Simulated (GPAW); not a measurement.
Runs of GPAW 26.7.0 on GaS. It takes space group P6_3/mmc (No. 194, hexagonal). The conventional cell has a = 3.585 Å, b = 3.585 Å, c = 15.500 Å, α = 90.00°, β = 90.00°, γ = 120.00°. Around Ga (site symmetry 3m) lie 3 S at 2.34 Å and 1 Ga at 2.48 Å. S (site symmetry 3m) has 3 Ga at 2.34 Å as nearest neighbours. 

| task | level | potentials or basis | band path | band points | gap on the mesh (eV) | V0 of scaled cells (Å³/atom) | B0 (GPa) |
| --- | --- | --- | --- | --- | --- | --- | --- |
| equation of state | PBEsol | PAW data sets generated in the run's folder for this functional, pw | - | - | - | (a) | 74 |
| equation of state | LDA | the program's PAW data sets (release 1.2.1) made for this functional, pw | - | - | - | (b) | 80 |
| band structure | r2SCAN | GPAW PAW data sets (gpaw-data 1.2.1), pw | GMKGALHA,LM,KH | 80 | 1.86 | - | - |
| single point | TB-mBJ | GPAW PAW data sets for LDA (gpaw-data 1.2.1), pw | - | - | 2.22 | - | - |

Alike in all rows: no spin polarisation; cell as given; k mesh 6 × 6 × 2; cutoff (eV) 600; smearing fermi-dirac 0.05 eV.

Q: Fill in the values left out.

A: (a) 21.72; (b) 21.10.

Caveats: the cell was scaled at fixed shape and fractional positions, which overstates the stiffness of a crystal with free parameters, most of all of layers and chains (some runs); the PAW data sets were made with another functional, which shifts forces and pressure a little (some runs); this functional lacks dispersion, which binds the layers, so the pressure and a relaxed spacing across them are unreliable (some runs); a model potential gives levels but no total energy (some runs).

A k mesh can miss the band edges, and the runs leave out spin-orbit coupling on Ga.

Runs at the PBE level aren't shown here.
